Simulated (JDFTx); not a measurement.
## NaI under changes of volume

One of the cells (33.899 Å³/atom); the others are scaled copies at fixed shape and fractional positions:

```
I Na
1.0
     0.00000    3.23640    3.23640
     3.23640    0.00000    3.23640
     3.23640    3.23640    0.00000
I Na
1 1
Cartesian
  3.2364 3.2364 3.2364
  0.0000 0.0000 0.0000
```

| Quantity | Value |
| --- | --- |
| Program | JDFTx 1.7.0 (patched build) |
| Functional | LDA |
| Potentials or basis | PseudoDojo-SR-LDA-0.4.1-standard with smoothed tails |
| Cutoff | 1197 eV |
| Density cutoff | 9578 eV |
| k mesh | 7 × 7 × 7 |
| Occupations | fermi-dirac, width 0.05 eV |
| Spin | no spin polarisation |

```tsv
volume (Å³/atom)	energy over the lowest point (meV/atom)	pressure (GPa)	gap on the mesh (eV)
31.865	0.00	-0.7	3.50
32.543	3.71	-1.1	3.44
33.221	?	?	?
33.899	15.07	-1.6	3.33
34.577	22.42	-1.9	3.28
35.255	30.68	-2.1	3.23
35.933	39.76	-2.2	3.19
```

Problem. What does the run at 33.221 Å³/atom give?

Solution. Energy over the lowest point 8.79 meV/atom; pressure -1.4 GPa; gap on the mesh 3.38 eV.

Worked out: A Birch-Murnaghan fit of order 3 (a polynomial in V^(-2/3)) to the other rows has no minimum within the range. It gives 8.79 meV/atom at 33.221 Å³/atom, against the run's 8.79, and -dE/dV = -1.3 GPa, against -1.4. A straight line through the other rows of the gap, of slope -2.6 eV per unit of ln V (its deformation potential), gives 3.39 eV, against the run's 3.38.

Energies are extrapolated to zero smearing.

Caveats: spin-orbit coupling is left out, which moves the levels of the heavy elements.
